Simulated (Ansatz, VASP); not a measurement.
# One calculation of Cs, two programs

File INCAR:

```
  ALGO = Normal
  EDIFF = 1E-7
  ENCUT = 520
  GGA = CA
  ISIF = 2
  ISMEAR = 1
  LASPH = T
  LCHARG = T
  LELF = T
  LREAL = F
  LVHAR = T
  LWAVE = F
  NBANDS = 10
  NELM = 60
  PREC = Accurate
  SIGMA = 1.0
```

The input KPOINTS:

```
k-points
0
Gamma
  8 8 8
```

The input POSCAR:

```
Cs
1.0
   -2.8840810378      2.8840810378      2.8840810378
    2.8840810378     -2.8840810378      2.8840810378
    2.8840810378      2.8840810378     -2.8840810378
Cs
1
Direct
    0.0000000000      0.0000000000      0.0000000000
```

Input for Ansatz:

```yaml
crystal:
  lattice:
    - [-2.8840810378, 2.8840810378, 2.8840810378]
    - [2.8840810378, -2.8840810378, 2.8840810378]
    - [2.8840810378, 2.8840810378, -2.8840810378]
  atoms:
    - { symbol: Cs, position: [0.0, 0.0, 0.0] }
hamiltonian:
  xc: lda
  pseudopotentials:
    kind: paw
    azcp:
      Cs: "pseudopotentials/Cs.paw.azcp"
basis:
  ecutwfc: 420
  fft_grid_basis: typed
kpoints:
  mp_grid: { grid: [8, 8, 8], shift: [0, 0, 0] }
magnetization:
  spin_polarized: false
scf:
  occupations: { method: methfessel_paxton, width: 1.0 }
  lower_state_search: "off"
output:
  stress: true
  write_density: true
  write_potential: true
  elf: true
  volumetric_format: npy
```

Alike in both runs: task single point; functional LDA; k mesh 8 × 8 × 8; occupations methfessel-paxton of order 1, width 1 eV; no spin polarisation.

|  | VASP | Ansatz |
| --- | --- | --- |
| version | VASP 6.6.1 | Ansatz 0.2.0 |
| potentials or method | VASP PAW LDA potentials, release 64 (Cs_sv) | plane waves (420 eV) with PAW, scalar-relativistic |
| plane-wave cutoff (eV) | 520 | 420 |
| valence electrons in the cell | 9 | 9 |

|  | VASP | Ansatz | Ansatz less VASP |
| --- | --- | --- | --- |
| pressure (GPa) | -0.1 | -0.1 | +0.01 |

Ansatz warned: «pseudo_functional_mismatch».

Spin-orbit coupling is left out, which matters for the levels of Cs.
